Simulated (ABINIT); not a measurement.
# Ti (P6/mmm) in ABINIT: a series of runs

Aim: see how the results for Ti move with the level of theory and the settings. Levels: PBE, PBE+D3, PBE+D3(BJ), PBE+D4. Tasks: relaxation of cell and atoms.

All numbers are computed with ABINIT 10.8.3 (patched build); they aren't measurements. Logs are shortened: lines on timing, memory, paths and dates and some standing lists are left out, and cuts for length are marked. The log counts tension as positive stress, the text compression.

### Step 1. Starting point

The structure is hexagonal, space group P6/mmm (No. 191). Conventional cell: a = 4.567 Å, b = 4.567 Å, c = 2.826 Å, α = 90.00°, β = 90.00°, γ = 120.00°. Ti (site symmetry -6m2) has 11 Ti at 2.64 to 2.99 Å as nearest neighbours. Ti (site symmetry 6/mmm) has 14 Ti at 2.83 to 2.99 Å as nearest neighbours.

This isn't the form of Ti at room conditions, which is hcp.

### Step 2. Relaxation of cell and atoms, PBE

File run.py:

```python
import json, os
import numpy as np
from ase.constraints import FixSymmetry
from ase.optimize import BFGS
from ase.filters import FrechetCellFilter
from ase.units import GPa
from ase.calculators.abinit import Abinit, AbinitProfile
from ase import Atoms

atoms = Atoms(['Ti', 'Ti', 'Ti'],
              cell=[[4.5673748306, 0.0, 0.0], [-2.2836874153, 3.9554626319, 0.0], [0.0, 0.0, 2.82624427]],
              scaled_positions=[[0.6666666667, 0.3333333333, 0.5], [0.3333333333, 0.6666666667, 0.5], [0.0, 0.0, 0.0]],
              pbc=True)

profile = AbinitProfile(command='abinit', pp_paths=[os.path.abspath('pseudos')])
params = dict(
    pps='pawxml', xc='PBE',
    chksymtnons=0,
    tolsym=1e-05,
    ecut=408.1708,
    pawecutdg=816.3416,
    pawxcdev=0,
    pawovlp=-1,
    kptopt=1,
    ngkpt=[7, 7, 9],
    nshiftk=1,
    shiftk=[0.0, 0.0, 0.0],
    ixc=11,
    nband=22,
    occopt=3,
    tsmear=0.05,
    nstep=100,
    tolvrs=1e-09,
    prtwf=0,
    prtden=0,
    ecutsm=0.5,
)

atoms.calc = Abinit(profile=profile, directory='run', **params)
atoms.set_constraint(FixSymmetry(atoms, symprec=1e-4))
opt = BFGS(FrechetCellFilter(atoms), trajectory='opt.traj')
converged = opt.run(fmax=0.02, steps=30)
print('converged', converged)
print('cell (A)', np.round(atoms.cell[:], 5).tolist())
energy = atoms.get_potential_energy()
forces = atoms.get_forces()
stress = atoms.get_stress()
print(f'energy {energy:.6f} eV')
print('forces (eV/A)')
print(np.round(forces, 5))
print('stress (GPa, Voigt, tension positive)', np.round(stress / GPa, 4))
json.dump(dict(energy=energy, forces=forces.tolist(), stress=stress.tolist(), cell=atoms.cell.tolist(), frac=atoms.get_scaled_positions(wrap=False).tolist()), open('results.json', 'w'))
```

Potentials or basis: JTH PAW PBE v2.0.

Launch:

```sh
$ python run.py
```

Log:

```text
Step          Energy          fmax
BFGS:    0    -4787.869795        0.116889
BFGS:    1    -4787.870315        0.097297
BFGS:    2    -4787.871449        0.006590
converged True
cell (A) [[4.58216, -0.0, 0.0], [-2.29108, 3.96827, -0.0], [-0.0, 0.0, 2.83411]]
energy -4787.871449 eV
forces (eV/A)
[[0. 0. 0.]
 [0. 0. 0.]
 [0. 0. 0.]]
stress (GPa, Voigt, tension positive) [-0.0368 -0.0368  0.0615  0.     -0.     -0.    ]
```

abinit.in:

```text
chksymtnons 0
ecut 408.1708 eV
ecutsm 0.5
ixc 11
kptopt 1
natom 3
nband 22
ngkpt
7 7 9
nshiftk 1
nsppol 1
nstep 100
occopt 3
pawecutdg 816.3416 eV
pawovlp -1
pawxcdev 0
prtden 0
prtwf 0
shiftk
0.0 0.0 0.0
tolsym 1e-05
tolvrs 1e-09
tsmear 0.05 eV
#Definition of the unit cell
acell
1.00000000000000 1.00000000000000 1.00000000000000 Angstrom
rprim
4.58216216436112 -0.00000000000000 0.00000000000000
-2.29108108218056 3.96826883859661 -0.00000000000000
-0.00000000000000 0.00000000000000 2.83411105174044
chkprim 0 # Allow non-primitive cells
#Definition of the atom types
ntypat 1
znucl 22
#Enumerate different atomic species
typat
 1 1 1
pseudos "./pseudos/Ti.GGA_PBE-JTH.xml"
#Definition of the atoms
xcart
4.32951577784030 2.49964709929690 2.67784684899854
0.00000000043295 4.99929419884376 2.67784684899854
0.00000000043295 -0.00000000024996 0.00000000000000
chkexit 1 # abinit.exit file in the running directory terminates after the current SCF
```

abinit.abo:

```text
.Version 10.8.3 of ABINIT
 Symmetries : space group P6/m m m (#191); Bravais hP (primitive hexag.)
================================================================================
 Values of the parameters that define the memory need of the present run
     intxc =       0    ionmov =       0      iscf =      17    lmnmax =      18
     lnmax =       6     mgfft =      32  mpssoang =       3    mqgrid =    3001
     natom =       3  nloc_mem =       2    nspden =       1   nspinor =       1
    nsppol =       1      nsym =      24    n1xccc =       1    ntypat =       1
    occopt =       3   xclevel =       2
       mpw =         977          nfft =       20480          nkpt =          40
 PAW method is used; the additional fine FFT grid is defined by:
   mgfftf=        45    nfftf =     60750
================================================================================
================================================================================

--------------------------------------------------------------------------------
------------- Echo of variables that govern the present computation ------------
--------------------------------------------------------------------------------
 -outvars: echo values of preprocessed input variables --------
            acell      1.8897261259E+00  1.8897261259E+00  1.8897261259E+00 Bohr
              amu      4.78800000E+01
          chkexit           1
          chkprim           0
      chksymtnons           0
             ecut      1.50000002E+01 Hartree
           ecutsm      5.00000000E-01 Hartree
              ixc          11
         kptrlatt        7    0    0      0    7    0      0    0    9
          kptrlen      4.82012433E+01
            natom           3
            nband          22
            ngfft          32      32      20
          ngfftdg          45      45      30
             nkpt          40
            nstep         100
             nsym          24
           ntypat           1
           occopt           3
        pawecutdg      3.00000005E+01 Hartree
          pawovlp     -1.0000000000E+00
         pawxcdev           0
           prtden           0
            prtwf           0
[... 184 lines left out ...]
hartree             :  3.44122346218547E+01
xc                  : -9.69757690889467E+00
Ewald energy        : -1.27718871037750E+02
psp_core            :  7.91776888378700E+00
local_psp           : -1.03468990128557E+02
PAW spherical_terms : -5.69753581881002E-01
internal            : -1.75950215262500E+02
'-kT*entropy'       : -8.15136447017050E-04
total_energy        : -1.75951030398947E+02
total_energy_eV     : -4.78787144856408E+03
...

--- !EnergyTermsDC
iteration_state     : {dtset: 1, }
comment             : '"Double-counting" decomposition of free energy'
band_energy         : -2.47660733614774E+01
Ewald energy        : -1.27718871037750E+02
psp_core            :  7.91776888378700E+00
xc_dc               : -3.32933081661418E+01
PAW spherical_terms :  1.91027340530433E+00
internal            : -1.75950210276278E+02
'-kT*entropy'       : -8.15136447017050E-04
total_energy_dc     : -1.75951025412725E+02
total_energy_dc_eV  : -4.78787131288208E+03
...

--- !EnergyTermsWithPAWCore
iteration_state     : {dtset: 1, }
comment             : 'Components of total free energy, including PAW core contributions'
Total energy        : -2.56143114427242E+03
Total energy DC     : -2.56143113928620E+03
Total energy (eV)   : -6.97000922092820E+04
Total energy DC (eV): -6.97000920736000E+04
...

 Cartesian components of stress tensor (hartree/bohr^3)
  sigma(1 1)= -1.24962195E-06  sigma(3 2)=  0.00000000E+00
  sigma(2 2)= -1.24962195E-06  sigma(3 1)=  0.00000000E+00
  sigma(3 3)=  2.08905781E-06  sigma(2 1)=  0.00000000E+00

-Cartesian components of stress tensor (GPa)         [Pressure=  4.0227E-03 GPa]
- sigma(1 1)= -3.67651470E-02  sigma(3 2)=  0.00000000E+00
- sigma(2 2)= -3.67651470E-02  sigma(3 1)=  0.00000000E+00
- sigma(3 3)=  6.14622028E-02  sigma(2 1)=  0.00000000E+00

== END DATASET(S) ==============================================================
================================================================================

 -outvars: echo values of variables after computation  --------
            acell      1.8897261259E+00  1.8897261259E+00  1.8897261259E+00 Bohr
           etotal     -1.7595102541E+02
            fcart      2.5913648715E-30  1.0472876443E-29 -0.0000000000E+00
                      -1.2956824357E-30 -5.2364382214E-30 -0.0000000000E+00
                      -1.2956824357E-30 -5.2364382214E-30 -0.0000000000E+00
            rprim      4.5821621644E+00 -0.0000000000E+00  0.0000000000E+00
                      -2.2910810822E+00  3.9682688386E+00 -0.0000000000E+00
                      -0.0000000000E+00  0.0000000000E+00  2.8341110517E+00
           strten     -1.2496219476E-06 -1.2496219475E-06  2.0890578129E-06
                       0.0000000000E+00  0.0000000000E+00  0.0000000000E+00
           xangst      2.2910810824E+00  1.3227562793E+00  1.4170555258E+00
                       1.8615718285E-10  2.6455125589E+00  1.4170555258E+00
                       1.8615700911E-10 -2.0666636737E-10 -5.3132349678E-11
             xred      6.6666666668E-01  3.3333333328E-01  4.9999999998E-01
                       3.3333333335E-01  6.6666666661E-01  4.9999999998E-01
                       1.4586591194E-11 -5.2079729418E-11 -1.8747448038E-11
 Calculation completed.
```

Run time: 99 s. Hardware: 1 thread of Arm Neoverse V2, shared host; peak memory 0.12 GiB.

Results:

```
Free energy                                           : -4787.8713 eV
Relaxed volume                                        : 17.18 Å³/atom
Relaxed cell                                          : a = 4.582 Å, b = 4.582 Å, c = 2.834 Å, α = 90.00°, β = 90.00°, γ = 120.00°
Space group after relaxing (to 0.05 Å)                : P6/mmm (No. 191)
Energy gained by relaxing                             : 0.6 meV/atom
Ionic steps                                           : 3
Pressure after relaxing                               : 0.0 GPa
Band gap on the k mesh                                : none (metal or under the smearing width)
Valence electrons inside the program's atomic spheres : Ti 10.22, 10.10 (radii [1.2214] Å)
```

Stress tensor (GPa, compression positive):
```
 0.04  0.00  0.00
 0.00  0.04  0.00
 0.00  0.00 -0.06
```

The path:
```
step  energy change (eV)  largest force (eV/Å)  pressure (GPa)  volume (Å³)
   1              0.0000                0.0000            1.06        51.06
   2             -0.0005                0.0000            0.87        51.14
   3             -0.0017                0.0000            0.00        51.53
```

Final structure:
```yaml
crystal:
  lattice:
    - [4.58216, 0.00000, 0.00000]
    - [-2.29108, 3.96827, 0.00000]
    - [0.00000, 0.00000, 2.83411]
  atoms:
    - { symbol: Ti, position: [0.66667, 0.33333, 0.50000] }
    - { symbol: Ti, position: [0.33333, 0.66667, 0.50000] }
    - { symbol: Ti, position: [0.00000, 0.00000, 0.00000] }
```

Caveat: the log and the count of SCF iterations are those of the last ABINIT call alone.

### Step 3. Relaxation of cell and atoms, PBE+D3

run.py, as its differences from that of step 2:

```diff
@@ -6,2 +6,4 @@
 from ase.units import GPa
+from ase.calculators.mixing import SumCalculator
+from dftd3.ase import DFTD3
 from ase.calculators.abinit import Abinit, AbinitProfile
@@ -38,3 +40,3 @@
 
-atoms.calc = Abinit(profile=profile, directory='run', **params)
+atoms.calc = SumCalculator([Abinit(profile=profile, directory='run', **params), DFTD3(method='pbe', damping='d3zero')])
 atoms.set_constraint(FixSymmetry(atoms, symprec=1e-4))
```

Potentials or basis: JTH PAW PBE v2.0.

Launch:

```sh
$ python run.py
```

Wall time 2.6 min (1 thread of Arm Neoverse V2, shared host); peak memory 0.12 GiB.

The run converged. Its results:

- Free energy: -4789.2635 eV
- Relaxed volume: 16.39 Å³/atom
- Relaxed cell: a = 4.507 Å, b = 4.507 Å, c = 2.796 Å, α = 90.00°, β = 90.00°, γ = 120.00°
- Space group after relaxing (to 0.05 Å): P6/mmm (No. 191)
- Energy gained by relaxing: 8.8 meV/atom
- Ionic steps: 5
- Pressure after relaxing: 0.0 GPa
- Band gap on the k mesh: none (metal or under the smearing width)
- Valence electrons inside the program's atomic spheres: Ti 10.28, 10.15 (radii [1.2214] Å)
- Dispersion energy per atom: -0.477 eV

Stress tensor (GPa, compression positive):
```
-0.11  0.00  0.00
 0.00 -0.11  0.00
 0.00  0.00  0.16
```

Step by step:
```
step  energy change (eV)  largest force (eV/Å)  pressure (GPa)  volume (Å³)
   1              0.0000                0.0000           -4.18        51.06
   2             -0.0080                0.0000           -3.52        50.74
   3             -0.0264                0.0000            0.13        49.11
   4             -0.0261                0.0000            0.01        49.16
   5             -0.0263                0.0000           -0.02        49.17
```

Final structure:
```
CELL_PARAMETERS angstrom
4.50676 0.00000 0.00000
-2.25338 3.90297 0.00000
0.00000 0.00000 2.79555
ATOMIC_POSITIONS crystal
Ti 0.66667 0.33333 0.50000
Ti 0.33333 0.66667 0.50000
Ti 0.00000 0.00000 0.00000
```

Levels at points of the mesh, in eV from the Fermi level:
```
           k point  band 15  band 16  band 17  band 18  band 19  band 20  band 21  band 22
(0.00, 0.00, 0.00)    -0.71    -0.71    -0.62    -0.62     0.00     0.73     1.35     1.35
```

Caveat: the log and the count of SCF iterations are those of the last ABINIT call alone; pairwise dispersion overbinds metals, which lowers pressure and volume.

### Step 4. Relaxation of cell and atoms, PBE+D3(BJ)

run.py, as its differences from that of step 3:

```diff
@@ -40,3 +40,3 @@
 
-atoms.calc = SumCalculator([Abinit(profile=profile, directory='run', **params), DFTD3(method='pbe', damping='d3zero')])
+atoms.calc = SumCalculator([Abinit(profile=profile, directory='run', **params), DFTD3(method='pbe', damping='d3bj')])
 atoms.set_constraint(FixSymmetry(atoms, symprec=1e-4))
```

Potentials or basis: JTH PAW PBE v2.0.

Launch:

```sh
$ python run.py
```

Log:

```text
Step          Energy          fmax
BFGS:    0    -4789.710408        0.534226
BFGS:    1    -4789.721670        0.442251
BFGS:    2    -4789.746457        0.031058
BFGS:    3    -4789.746631        0.014124
converged True
cell (A) [[4.50066, 0.0, -0.0], [-2.25033, 3.89769, 0.0], [-0.0, -0.0, 2.78488]]
energy -4789.746631 eV
forces (eV/A)
[[-0.  0.  0.]
 [ 0. -0. -0.]
 [ 0.  0.  0.]]
stress (GPa, Voigt, tension positive) [ 0.0742  0.0742 -0.139  -0.      0.     -0.    ]
```

abinit.in:

```text
chksymtnons 0
ecut 408.1708 eV
ecutsm 0.5
ixc 11
kptopt 1
natom 3
nband 22
ngkpt
7 7 9
nshiftk 1
nsppol 1
nstep 100
occopt 3
pawecutdg 816.3416 eV
pawovlp -1
pawxcdev 0
prtden 0
prtwf 0
shiftk
0.0 0.0 0.0
tolsym 1e-05
tolvrs 1e-09
tsmear 0.05 eV
#Definition of the unit cell
acell
1.00000000000000 1.00000000000000 1.00000000000000 Angstrom
rprim
4.50066173056076 0.00000000000000 -0.00000000000000
-2.25033086528038 3.89768739250605 0.00000000000000
-0.00000000000000 -0.00000000000000 2.78487935772549
chkprim 0 # Allow non-primitive cells
#Definition of the atom types
ntypat 1
znucl 22
#Enumerate different atomic species
typat
 1 1 1
pseudos "./pseudos/Ti.GGA_PBE-JTH.xml"
#Definition of the atoms
xcart
4.25250902832281 2.45518723174245 2.63132963979891
0.00000000042525 4.91037446373041 2.63132963979891
0.00000000042525 -0.00000000024552 -0.00000000000000
chkexit 1 # abinit.exit file in the running directory terminates after the current SCF
```

abinit.abo:

```text
.Version 10.8.3 of ABINIT
 Symmetries : space group P6/m m m (#191); Bravais hP (primitive hexag.)
================================================================================
 Values of the parameters that define the memory need of the present run
     intxc =       0    ionmov =       0      iscf =      17    lmnmax =      18
[... 279 lines left out ...]
           xangst      2.2503308655E+00  1.2992291306E+00  1.3924396788E+00
                       1.8284744799E-10  2.5984582615E+00  1.3924396788E+00
                       1.8284701796E-10 -2.0299281265E-10 -5.2209226460E-11
             xred      6.6666666668E-01  3.3333333328E-01  4.9999999998E-01
                       3.3333333335E-01  6.6666666661E-01  4.9999999998E-01
                       1.4586535683E-11 -5.2080321537E-11 -1.8747392527E-11
 Calculation completed.
```

It took 2.1 min on 1 thread of Arm Neoverse V2, shared host; peak memory 0.12 GiB.

Results:

| Property | Result |
| --- | --- |
| Free energy | -4789.7465 eV |
| Relaxed volume | 16.28 Å³/atom |
| Relaxed cell | a = 4.501 Å, b = 4.501 Å, c = 2.785 Å, α = 90.00°, β = 90.00°, γ = 120.00° |
| Space group after relaxing (to 0.05 Å) | P6/mmm (No. 191) |
| Energy gained by relaxing | 12.1 meV/atom |
| Ionic steps | 4 |
| Pressure after relaxing | 0.0 GPa |
| Band gap on the k mesh | none (metal or under the smearing width) |
| Valence electrons inside the program's atomic spheres | Ti 10.28, 10.16 (radii [1.2214] Å) |
| Dispersion energy per atom | -0.643 eV |

Step by step:
| step | energy change (eV) | largest force (eV/Å) | pressure (GPa) | volume (Å³) |
| --- | --- | --- | --- | --- |
| 1 | 0.0000 | 0.0000 | -4.97 | 51.06 |
| 2 | -0.0113 | 0.0000 | -4.17 | 50.68 |
| 3 | -0.0360 | 0.0000 | 0.14 | 48.79 |
| 4 | -0.0362 | 0.0000 | 0.00 | 48.85 |

Final structure:
```
Ti
1.0
     4.50066    0.00000    0.00000
    -2.25033    3.89769    0.00000
     0.00000    0.00000    2.78488
Ti
3
Direct
  0.66667 0.33333 0.50000
  0.33333 0.66667 0.50000
  0.00000 0.00000 0.00000
```

Caveat: the log and the count of SCF iterations are those of the last ABINIT call alone; pairwise dispersion overbinds metals, which lowers pressure and volume.

### Step 5. Relaxation of cell and atoms, PBE+D4

run.py, as its differences from that of step 4:

```diff
@@ -7,3 +7,3 @@
 from ase.calculators.mixing import SumCalculator
-from dftd3.ase import DFTD3
+from dftd4.ase import DFTD4
 from ase.calculators.abinit import Abinit, AbinitProfile
@@ -40,3 +40,3 @@
 
-atoms.calc = SumCalculator([Abinit(profile=profile, directory='run', **params), DFTD3(method='pbe', damping='d3bj')])
+atoms.calc = SumCalculator([Abinit(profile=profile, directory='run', **params), DFTD4(method='pbe')])
 atoms.set_constraint(FixSymmetry(atoms, symprec=1e-4))
```

Launch:

```sh
$ python run.py
```

Run time: 98 s. Hardware: 1 thread of Arm Neoverse V2, shared host; peak memory 0.12 GiB.

It converged, with:

```
Free energy                                           : -4788.4880 eV
Relaxed volume                                        : 16.89 Å³/atom
Relaxed cell                                          : a = 4.556 Å, b = 4.556 Å, c = 2.819 Å, α = 90.00°, β = 90.00°, γ = 120.00°
Space group after relaxing (to 0.05 Å)                : P6/mmm (No. 191)
Energy gained by relaxing                             : 0.5 meV/atom
Ionic steps                                           : 3
Pressure after relaxing                               : 0.0 GPa
Band gap on the k mesh                                : none (metal or under the smearing width)
Valence electrons inside the program's atomic spheres : Ti 10.22, 10.10 (radii [1.2214] Å)
Dispersion energy per atom                            : -0.207 eV
```

Step by step:
```tsv
step	energy change (eV)	largest force (eV/Å)	pressure (GPa)	volume (Å³)
1	0.0000	0.0000	-0.86	51.06
2	-0.0005	0.0000	-0.71	50.99
3	-0.0014	0.0000	0.00	50.68
```

Final structure:
```cif
data_structure
_symmetry_space_group_name_H-M 'P 1'
_symmetry_Int_Tables_number 1
_cell_length_a 4.5565
_cell_length_b 4.5565
_cell_length_c 2.8185
_cell_angle_alpha 90.000
_cell_angle_beta 90.000
_cell_angle_gamma 120.000
_cell_volume 50.68
loop_
_atom_site_label
_atom_site_type_symbol
_atom_site_fract_x
_atom_site_fract_y
_atom_site_fract_z
_atom_site_occupancy
Ti1 Ti 0.66667 0.33333 0.50000 1
Ti2 Ti 0.33333 0.66667 0.50000 1
Ti3 Ti 0.00000 0.00000 0.00000 1
```

Levels at points of the mesh, in eV from the Fermi level:
| k point | band 15 | band 16 | band 17 | band 18 | band 19 | band 20 | band 21 | band 22 |
| --- | --- | --- | --- | --- | --- | --- | --- | --- |
| (0.00, 0.00, 0.00) | -0.71 | -0.71 | -0.62 | -0.62 | -0.02 | 0.70 | 1.31 | 1.33 |

Caveat: the log and the count of SCF iterations are those of the last ABINIT call alone; pairwise dispersion overbinds metals, which lowers pressure and volume.

### Step 6. Summary

```csv
level,dispersion computed by,gap on the mesh (eV),pressure (GPa),relaxed volume (Å³/atom)
PBE,-,none,0.0,17.18
PBE+D3,simple-dftd3 1.7.0,none,0.0,16.39
PBE+D3(BJ),simple-dftd3 1.7.0,none,0.0,16.28
PBE+D4,dftd4 4.3.1,none,0.0,16.89
```

Alike in all rows: task relaxation of cell and atoms; potentials or basis JTH PAW PBE v2.0; no spin polarisation; cell relaxed; k mesh 7 × 7 × 9; cutoff (eV) 408; smearing fermi-dirac 0.05 eV.

Caveats: pairwise dispersion overbinds metals, which lowers pressure and volume (some runs).

Total energies depend on the potentials used, so only differences within one code and one set of settings carry meaning.
